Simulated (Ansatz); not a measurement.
# BeTe: the cost of one run

Method: DFT PBE, scalar-relativistic, plane waves, PAW, in Ansatz 0.2.0.

The COD entry's cell or inner coordinates are ideal or old and differ from later refinements, so a difference from it is no clean test against experiment.

### 1 The structure to begin with

The structure is cubic, space group F-43m (No. 216). Conventional cell: a = 5.540 Å, b = 5.540 Å, c = 5.540 Å, α = 90.00°, β = 90.00°, γ = 90.00°. Around Be (site symmetry -43m) lie 4 Te at 2.40 Å. Te (site symmetry -43m) has 4 Be at 2.40 Å as nearest neighbours.

As a file:

```
Be Te
1.0
     5.54000    0.00000   -5.54000
     0.00000    5.54000   -5.54000
     5.54000    5.54000    0.00000
Be Te
8 8
Direct
  0.50000 0.50000 0.00000
  0.50000 0.50000 0.50000
  0.50000 0.00000 0.00000
  0.50000 0.00000 0.50000
  0.00000 0.50000 0.00000
  0.00000 0.50000 0.50000
  0.00000 0.00000 0.00000
  0.00000 0.00000 0.50000
  0.12500 0.12500 0.12500
  0.12500 0.12500 0.62500
  0.12500 0.62500 0.12500
  0.12500 0.62500 0.62500
  0.62500 0.12500 0.12500
  0.62500 0.12500 0.62500
  0.62500 0.62500 0.12500
  0.62500 0.62500 0.62500
```

The cell is taken as given, not relaxed at this level.

### 2 Reference: the perfect supercell

input.yaml reads:

```yaml
crystal:
  lattice:
    - [5.54, 0.0, -5.54]
    - [0.0, 5.54, -5.54]
    - [5.54, 5.54, 0.0]
  atoms:
    - { symbol: Be, position: [0.5, 0.5, 0.0] }
    - { symbol: Be, position: [0.5, 0.5, 0.5] }
    - { symbol: Be, position: [0.5, 0.0, 0.0] }
    - { symbol: Be, position: [0.5, 0.0, 0.5] }
    - { symbol: Be, position: [0.0, 0.5, 0.0] }
    - { symbol: Be, position: [0.0, 0.5, 0.5] }
    - { symbol: Be, position: [0.0, 0.0, 0.0] }
    - { symbol: Be, position: [0.0, 0.0, 0.5] }
    - { symbol: Te, position: [0.125, 0.125, 0.125] }
    - { symbol: Te, position: [0.125, 0.125, 0.625] }
    - { symbol: Te, position: [0.125, 0.625, 0.125] }
    - { symbol: Te, position: [0.125, 0.625, 0.625] }
    - { symbol: Te, position: [0.625, 0.125, 0.125] }
    - { symbol: Te, position: [0.625, 0.125, 0.625] }
    - { symbol: Te, position: [0.625, 0.625, 0.125] }
    - { symbol: Te, position: [0.625, 0.625, 0.625] }
  symmetry: { detect: false }
basis:
  ecutwfc: 420
kpoints:
  mp_grid: { grid: [2, 2, 2], shift: [0.5, 0.5, 0.5] }
hamiltonian:
  xc: pbe
scf:
  occupations: { method: gaussian, width: 0.1 }
output:
  forces: true
  stress: true
  eigenvalues: true
```

Command:

```console
$ ansatz run input.yaml --threads 4 --pin off --max-ram 5120MiB --backend cpu --events-out ev --progress --plain --runs-dir out
```

**Question.** How long does this run take on 4 threads of Intel Xeon Platinum 8488C (Sapphire Rapids), shared host, and how much memory does it need?

About 2.6 s, with a peak of 0.89 GiB.
